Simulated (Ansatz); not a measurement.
# How much does Bi in W(100), 2x2 scatter?, part 2 of 3

Aim: the resistance that Bi in W(100), 2x2 adds to the host.

Ansatz 0.2.0; Ansatz plane-wave DFT, PBE, PAW files; ballistic transport by layer matching (Landauer), zero bias; PAW set soft_1 (the session's first sound run).

So far, resistivity per at.% scaled from this dense plane, with the factor 3/4 for isotropic scattering (µΩ cm): step 3 (resistance at ideal sites) 10.00.

## Step 4: Relaxing the neighbours

The neighbours of the defect are let go while the lead's layers stay on their sites, since a lead must repeat to 0.01 Å.

This step: Ansatz plane-wave DFT, PBE, PAW files; relaxation with the lead's layers held; PAW set soft_1 (Ansatz 0.2.0).

File input.yaml:

```yaml
crystal:
  lattice:
    - [6.3296, 0.0, 0.0]
    - [0.0, 6.3296, 0.0]
    - [0.0, 0.0, 28.4832]
  atoms:
    - { symbol: W, position: [0.0, 0.0, 0.0277777778] }
    - { symbol: W, position: [0.0, 0.5, 0.0277777778] }
    - { symbol: W, position: [0.5, 0.0, 0.0277777778] }
    - { symbol: W, position: [0.5, 0.5, 0.0277777778] }
    - { symbol: W, position: [0.25, 0.25, 0.0833333333] }
    - { symbol: W, position: [0.25, 0.75, 0.0833333333] }
    - { symbol: W, position: [0.75, 0.25, 0.0833333333] }
    - { symbol: W, position: [0.75, 0.75, 0.0833333333] }
    - { symbol: W, position: [0.0, 0.0, 0.1388888889] }
    - { symbol: W, position: [0.0, 0.5, 0.1388888889] }
    - { symbol: W, position: [0.5, 0.0, 0.1388888889] }
    - { symbol: W, position: [0.5, 0.5, 0.1388888889] }
    - { symbol: W, position: [0.25, 0.25, 0.1944444444] }
    - { symbol: W, position: [0.25, 0.75, 0.1944444444] }
    - { symbol: W, position: [0.75, 0.25, 0.1944444444] }
    - { symbol: W, position: [0.75, 0.75, 0.1944444444] }
    - { symbol: W, position: [0.0, 0.0, 0.25] }
    - { symbol: W, position: [0.0, 0.5, 0.25] }
    - { symbol: W, position: [0.5, 0.0, 0.25] }
    - { symbol: W, position: [0.5, 0.5, 0.25] }
    - { symbol: W, position: [0.25, 0.25, 0.3055555556] }
    - { symbol: W, position: [0.25, 0.75, 0.3055555556] }
    - { symbol: W, position: [0.75, 0.25, 0.3055555556] }
    - { symbol: W, position: [0.75, 0.75, 0.3055555556] }
    - { symbol: W, position: [0.0, 0.0, 0.3611111111] }
    - { symbol: W, position: [0.0, 0.5, 0.3611111111] }
    - { symbol: W, position: [0.5, 0.0, 0.3611111111] }
    - { symbol: W, position: [0.5, 0.5, 0.3611111111] }
    - { symbol: W, position: [0.25, 0.25, 0.4166666667] }
    - { symbol: W, position: [0.25, 0.75, 0.4166666667] }
    - { symbol: W, position: [0.75, 0.25, 0.4166666667] }
    - { symbol: W, position: [0.75, 0.75, 0.4166666667] }
    - { symbol: W, position: [0.0, 0.0, 0.4722222222] }
    - { symbol: W, position: [0.0, 0.5, 0.4722222222] }
    - { symbol: W, position: [0.5, 0.0, 0.4722222222] }
    - { symbol: W, position: [0.5, 0.5, 0.4722222222] }
    - { symbol: Bi, position: [0.25, 0.25, 0.5277777778] }
    - { symbol: W, position: [0.25, 0.75, 0.5277777778] }
    - { symbol: W, position: [0.75, 0.25, 0.5277777778] }
    - { symbol: W, position: [0.75, 0.75, 0.5277777778] }
    - { symbol: W, position: [0.0, 0.0, 0.5833333333] }
    - { symbol: W, position: [0.0, 0.5, 0.5833333333] }
    - { symbol: W, position: [0.5, 0.0, 0.5833333333] }
    - { symbol: W, position: [0.5, 0.5, 0.5833333333] }
    - { symbol: W, position: [0.25, 0.25, 0.6388888889] }
    - { symbol: W, position: [0.25, 0.75, 0.6388888889] }
    - { symbol: W, position: [0.75, 0.25, 0.6388888889] }
    - { symbol: W, position: [0.75, 0.75, 0.6388888889] }
    - { symbol: W, position: [0.0, 0.0, 0.6944444444] }
    - { symbol: W, position: [0.0, 0.5, 0.6944444444] }
    - { symbol: W, position: [0.5, 0.0, 0.6944444444] }
    - { symbol: W, position: [0.5, 0.5, 0.6944444444] }
    - { symbol: W, position: [0.25, 0.25, 0.75] }
    - { symbol: W, position: [0.25, 0.75, 0.75] }
    - { symbol: W, position: [0.75, 0.25, 0.75] }
    - { symbol: W, position: [0.75, 0.75, 0.75] }
    - { symbol: W, position: [0.0, 0.0, 0.8055555556] }
    - { symbol: W, position: [0.0, 0.5, 0.8055555556] }
    - { symbol: W, position: [0.5, 0.0, 0.8055555556] }
    - { symbol: W, position: [0.5, 0.5, 0.8055555556] }
    - { symbol: W, position: [0.25, 0.25, 0.8611111111] }
    - { symbol: W, position: [0.25, 0.75, 0.8611111111] }
    - { symbol: W, position: [0.75, 0.25, 0.8611111111] }
    - { symbol: W, position: [0.75, 0.75, 0.8611111111] }
    - { symbol: W, position: [0.0, 0.0, 0.9166666667] }
    - { symbol: W, position: [0.0, 0.5, 0.9166666667] }
    - { symbol: W, position: [0.5, 0.0, 0.9166666667] }
    - { symbol: W, position: [0.5, 0.5, 0.9166666667] }
    - { symbol: W, position: [0.25, 0.25, 0.9722222222] }
    - { symbol: W, position: [0.25, 0.75, 0.9722222222] }
    - { symbol: W, position: [0.75, 0.25, 0.9722222222] }
    - { symbol: W, position: [0.75, 0.75, 0.9722222222] }
kpoints:
  mp_grid: { grid: [4, 4, 1] }
hamiltonian:
  xc: pbe
  pseudopotentials: { kind: paw, azcp: { folder: soft_1 } }
scf:
  occupations: { method: fermi_dirac, width: 0.1 }
relax:
  f_tol: 0.03
  max_steps: 40
  constraints:
    - { sites: [0, 1, 2, 3, 4, 5, 6, 7, 8, 9, 10, 11, 12, 13, 14, 15, 16, 17, 18, 19, 52, 53, 54, 55, 56, 57, 58, 59, 60, 61, 62, 63, 64, 65, 66, 67, 68, 69, 70, 71] }
```

Started as:

```
> ansatz run input.yaml --threads 4 --pin off --max-ram 15360MiB --backend cpu --events-out ev --progress --plain --runs-dir out
```

Numbers of over 12 decimals in the logs are rounded to 6 here.

The program printed:

```text
Warning: crystal.symmetry: narrowed to the stabiliser of the relax constraints — unitary ops 16 → 8; lowered at sites 20, 21, 22, 23, 52, 53, 54, 55 (the operations that carried what is held of a site onto what its image site leaves free; the constrained walk keeps no symmetry that its constraints do not admit)
[...]
Crystal: 72 atoms, lattice volume = 1141.146 Å³
Basis set: ecut = 420 eV, 22299 PW (Γ), exchange–correlation on 90×90×384 points (8 copies of the dense FFT grid, shifted against one another)
Bands: 606, of which v1, the nominal top of the filled ones, is band 505 counted from 1 (504 counted from 0)
Symmetry: 8 space group operations
k-points: 6 of 16
[...]
SCF iter   1: F=—  HF=-749826.103777 eV  |F-HF|=—  |Δ(HF+E_count)|=         —  Δρ=7.13e-2  dr2=2.17e3  ethr=3.10e-3  ⟨swp⟩=5.8  Hψ=13778  notcnv=0
[...]
SCF iter   9: F=-749795.093044 eV  HF=-749795.093048 eV  |F-HF|=3.65e-6  |Δ(HF+E_count)|=   1.80e-6  Δρ=3.75e-6  dr2=3.69e-6  ethr=2.23e-9  ⟨swp⟩=3.0  Hψ=7975  notcnv=0
SCF 1 converged in 9 iterations: F = -749795.093044 eV  dr2 = 3.69e-6
[...]
relax step   1: F+E_penalty+E_count = -749795.09304404 eV  Δ(F+E_penalty+E_count) = +0.000e0 eV  max|allowed force component| = 1.093e0 eV/Å  Δτ_max = 0.0000 Å  (9 SCF iters, dr2 threshold 2.25e-5 eV, accepted)
[...]
iter 1 solved again at ethr=8.31e-4 eV; its pass at ethr=3.10e-3 eV (dr2=8.38e0 eV) is discarded
[...]
SCF iter   6: F=-749794.033728 eV  HF=-749794.033773 eV  |F-HF|=4.45e-5  |Δ(HF+E_count)|=   2.29e-5  Δρ=1.29e-5  dr2=4.55e-5  ethr=7.40e-9  ⟨swp⟩=2.0  Hψ=10835  notcnv=0
SCF 2 converged in 6 iterations: F = -749794.033728 eV  dr2 = 4.55e-5
[...]
relax step   2: F+E_penalty+E_count = -749794.03372800 eV  Δ(F+E_penalty+E_count) = +1.059e0 eV  max|allowed force component| = 2.040e0 eV/Å  Δτ_max = 0.1949 Å  (6 SCF iters, dr2 threshold 7.47e-5 eV, rejected (line search))
SCF iter   1: F=—  HF=-749795.891948 eV  |F-HF|=—  |Δ(HF+E_count)|=         —  Δρ=7.98e-3  dr2=2.59e0  ethr=3.06e-3  ⟨swp⟩=4.5  Hψ=8508  notcnv=0  defer=5
[...]
SCF iter   9: F=-749795.629528 eV  HF=-749795.629528 eV  |F-HF|=2.46e-8  |Δ(HF+E_count)|=   8.50e-9  Δρ=2.23e-7  dr2=2.47e-8  ethr=9.91e-12  ⟨swp⟩=3.0  Hψ=7989  notcnv=0
SCF 3 converged in 9 iterations: F = -749795.629528 eV  dr2 = 2.47e-8
[...]
relax step   3: F+E_penalty+E_count = -749795.62952812 eV  Δ(F+E_penalty+E_count) = -5.365e-1 eV  max|allowed force component| = 1.798e-1 eV/Å  Δτ_max = 0.0794 Å  (9 SCF iters, accepted)
[...]
relax step   4: F+E_penalty+E_count = -749795.63310246 eV  Δ(F+E_penalty+E_count) = -3.574e-3 eV  max|allowed force component| = 3.140e-2 eV/Å  Δτ_max = 0.0078 Å  (6 SCF iters, dr2 threshold 2.02e-6 eV, accepted)
SCF iter   1: F=—  HF=-749795.632867 eV  |F-HF|=—  |Δ(HF+E_count)|=         —  Δρ=1.00e-4  dr2=1.91e-4  ethr=2.40e-7  ⟨swp⟩=2.0  Hψ=5556  notcnv=0  defer=1
[...]
SCF iter   6: F=-749795.633284 eV  HF=-749795.633284 eV  |F-HF|=5.82e-10  |Δ(HF+E_count)|=  3.49e-10  Δρ=6.58e-8  dr2=6.95e-10  ethr=1.21e-12  ⟨swp⟩=1.0  Hψ=7294  notcnv=0
SCF 5 converged in 6 iterations: F = -749795.633284 eV  dr2 = 6.95e-10
relax step   5: F+E_penalty+E_count = -749795.63328430 eV  Δ(F+E_penalty+E_count) = -1.818e-4 eV  max|allowed force component| = 4.473e-3 eV/Å  Δτ_max = 0.0016 Å  (6 SCF iters, accepted)
SCF converged after 6 iterations
Free energy (F): -749795.633284 eV
[...]
Internal energy: -749794.444208 eV  (E = F + TS)
E sigma→0 (E₀):  -749795.038746 eV
Entropy (-TS):   -1.189076 eV (-16.515 meV/atom)
Fermi energy:    22.482434 eV
[...]
--- Forces (eV/Å), atoms counted from 1 ---
  atom   1  W      0.01116316     0.01116316     0.00034048
  atom   2  W      0.01116316    -0.01116316     0.00034048
  atom   3  W     -0.01116316     0.01116316     0.00034048
  atom   4  W     -0.01116316    -0.01116316     0.00034048
  atom   5  W      0.00000000     0.00000000     0.02726427
  atom   6  W      0.00000000     0.00000000     0.00312717
  atom   7  W      0.00000000     0.00000000     0.00312717
  atom   8  W      0.00000000     0.00000000     0.06150696
  atom   9  W      0.00028819     0.00028819    -0.02852265
  atom  10  W      0.00028819    -0.00028819    -0.02852265
  atom  11  W     -0.00028819     0.00028819    -0.02852265
  atom  12  W     -0.00028819    -0.00028819    -0.02852265
  atom  13  W     -0.00000000     0.00000000     0.04494790
  atom  14  W      0.00000000     0.00000000    -0.05281714
  atom  15  W     -0.00000000     0.00000000    -0.05281714
  atom  16  W      0.00000000     0.00000000     0.04576180
  atom  17  W      0.00525665     0.00525665    -0.17861637
  atom  18  W      0.00525665    -0.00525665    -0.17861637
  atom  19  W     -0.00525665     0.00525665    -0.17861637
  atom  20  W     -0.00525665    -0.00525665    -0.17861637
  atom  21  W     -0.00000000     0.00000000     0.00447270
  atom  22  W      0.00000000     0.00000000     0.00289927
  atom  23  W      0.00000000     0.00000000     0.00289927
  atom  24  W      0.00000000     0.00000000    -0.00219015
  atom  25  W      0.00297309     0.00297309    -0.00125479
  atom  26  W      0.00297309    -0.00297309    -0.00125479
  atom  27  W     -0.00297309     0.00297309    -0.00125479
  atom  28  W     -0.00297309    -0.00297309    -0.00125479
  atom  29  W     -0.00000000     0.00000000     0.00319808
  atom  30  W      0.00000000     0.00000000    -0.00053420
  atom  31  W     -0.00000000     0.00000000    -0.00053420
  atom  32  W      0.00000000     0.00000000     0.00079120
  atom  33  W     -0.00042391    -0.00042391    -0.00139615
  atom  34  W     -0.00042391     0.00042391    -0.00139615
  atom  35  W      0.00042391    -0.00042391    -0.00139615
  atom  36  W      0.00042391     0.00042391    -0.00139615
  atom  37  Bi     0.00000000     0.00000000    -0.00018285
  atom  38  W      0.00000000     0.00000000    -0.00290239
  atom  39  W     -0.00000000     0.00000000    -0.00290239
  atom  40  W      0.00000000     0.00000000    -0.00035899
[...]
atom  61  W     -0.00000000     0.00000000    -0.05519675
  atom  62  W     -0.00000000     0.00000000     0.00254159
  atom  63  W     -0.00000000     0.00000000     0.00254159
  atom  64  W      0.00000000     0.00000000    -0.05478045
  atom  65  W      0.00032125     0.00032125     0.03064292
  atom  66  W      0.00032125    -0.00032125     0.03064292
  atom  67  W     -0.00032125     0.00032125     0.03064292
  atom  68  W     -0.00032125    -0.00032125     0.03064292
  atom  69  W     -0.00000000     0.00000000    -0.02241078
  atom  70  W      0.00000000     0.00000000    -0.01076832
  atom  71  W     -0.00000000     0.00000000    -0.01076832
  atom  72  W      0.00000000     0.00000000    -0.05624910
  max |Σ_I F_I| component: 2.43e-6 eV/Å
--- Relaxed structure (5 steps of the walk, 4 accepted, 0 SCFs on fresh bases) ---
  F+E_penalty+E_count = -749795.63328430 eV   max|allowed force component| = 4.473e-3 eV/Å
  atoms:
    - { symbol: W, position: [0.0, 0.0, 0.027778] }
    - { symbol: W, position: [0.0, 0.5, 0.027778] }
    - { symbol: W, position: [0.5, 0.0, 0.027778] }
    - { symbol: W, position: [0.5, 0.5, 0.027778] }
    - { symbol: W, position: [0.25, 0.25, 0.083333] }
    - { symbol: W, position: [0.25, 0.75, 0.083333] }
    - { symbol: W, position: [0.75, 0.25, 0.083333] }
    - { symbol: W, position: [0.75, 0.75, 0.083333] }
    - { symbol: W, position: [0.0, 0.0, 0.138889] }
    - { symbol: W, position: [0.0, 0.5, 0.138889] }
    - { symbol: W, position: [0.5, 0.0, 0.138889] }
    - { symbol: W, position: [0.5, 0.5, 0.138889] }
    - { symbol: W, position: [0.25, 0.25, 0.194444] }
    - { symbol: W, position: [0.25, 0.75, 0.194444] }
    - { symbol: W, position: [0.75, 0.25, 0.194444] }
    - { symbol: W, position: [0.75, 0.75, 0.194444] }
    - { symbol: W, position: [0.0, 0.0, 0.250000] }
    - { symbol: W, position: [0.0, 0.5, 0.250000] }
    - { symbol: W, position: [0.5, 0.0, 0.250000] }
    - { symbol: W, position: [0.5, 0.5, 0.250000] }
    - { symbol: W, position: [0.25, 0.25, 0.305557] }
    - { symbol: W, position: [0.25, 0.75, 0.305046] }
    - { symbol: W, position: [0.75, 0.25, 0.305046] }
    - { symbol: W, position: [0.75, 0.75, 0.305580] }
    - { symbol: W, position: [-4.647920202589044e-6, -4.647920202589061e-6, 0.360180] }
    - { symbol: W, position: [-4.647920202589026e-6, 0.500005, 0.360180] }
    - { symbol: W, position: [0.500005, -4.647920202589009e-6, 0.360180] }
    - { symbol: W, position: [0.500005, 0.500005, 0.360180] }
    - { symbol: W, position: [0.25, 0.25, 0.415822] }
    - { symbol: W, position: [0.25, 0.75, 0.415521] }
    - { symbol: W, position: [0.75, 0.25, 0.415521] }
    - { symbol: W, position: [0.75, 0.75, 0.415618] }
    - { symbol: W, position: [-0.00557012, -0.00557012, 0.470180] }
    - { symbol: W, position: [-0.00557012, 0.505570, 0.470180] }
    - { symbol: W, position: [0.505570, -0.00557012, 0.470180] }
    - { symbol: W, position: [0.505570, 0.505570, 0.470180] }
    - { symbol: Bi, position: [0.25, 0.25, 0.527690] }
    - { symbol: W, position: [0.25, 0.75, 0.527665] }
    - { symbol: W, position: [0.75, 0.25, 0.527665] }
    - { symbol: W, position: [0.75, 0.75, 0.527698] }
    - { symbol: W, position: [-0.005576, -0.005576, 0.585187] }
[...]
- { symbol: W, position: [0.25, 0.25, 0.861111] }
    - { symbol: W, position: [0.25, 0.75, 0.861111] }
    - { symbol: W, position: [0.75, 0.25, 0.861111] }
    - { symbol: W, position: [0.75, 0.75, 0.861111] }
    - { symbol: W, position: [0.0, 0.0, 0.916667] }
    - { symbol: W, position: [0.0, 0.5, 0.916667] }
    - { symbol: W, position: [0.5, 0.0, 0.916667] }
    - { symbol: W, position: [0.5, 0.5, 0.916667] }
    - { symbol: W, position: [0.25, 0.25, 0.972222] }
    - { symbol: W, position: [0.25, 0.75, 0.972222] }
    - { symbol: W, position: [0.75, 0.25, 0.972222] }
    - { symbol: W, position: [0.75, 0.75, 0.972222] }
```

The job ended after 7.2 min (4 threads of Intel Xeon Platinum 8488C (Sapphire Rapids), shared host; peak memory 6.8 GiB; 28 min of CPU time).

Relaxation path:

```
step  energy less that of the first step (eV)  largest force component (eV/Å)
   1                                   0.0000                          1.0934
   2                                   1.0593                          2.0399
   3                                  -0.5365                          0.1798
   4                                  -0.5401                          0.0314
   5                                  -0.5402                          0.0045
```

Relaxation step 2 was tried and not accepted.

The atoms that moved most (Å):

```
atom      dx      dy      dz  length
 W33  -0.035  -0.035  -0.058   0.077
 W34  -0.035   0.035  -0.058   0.077
 W35   0.035  -0.035  -0.058   0.077
 W36   0.035   0.035  -0.058   0.077
 W41  -0.035  -0.035   0.053   0.073
 W42  -0.035   0.035   0.053   0.073
 W43   0.035  -0.035   0.053   0.073
 W44   0.035   0.035   0.053   0.073
```

Numbers from this step:

```
free energy             : -749795.6333 eV
energy at zero smearing : -749795.0387 eV
Fermi energy            : 22.48 eV
```

The largest force component on a free atom ends at 0.0045 eV/Å, under the tolerance of 0.03, after 5 steps.

[end of part 2 of 3]

[Logs are printed without paths, hosts, clocks, repeated set-up lines and the standing remarks that a program may print on its own settings, such as how far it seeks lower states.]

[Hosts, paths, dates, database ids (printed as entryN), source tags and the programs' standing remarks are cut or masked in the printed files.]
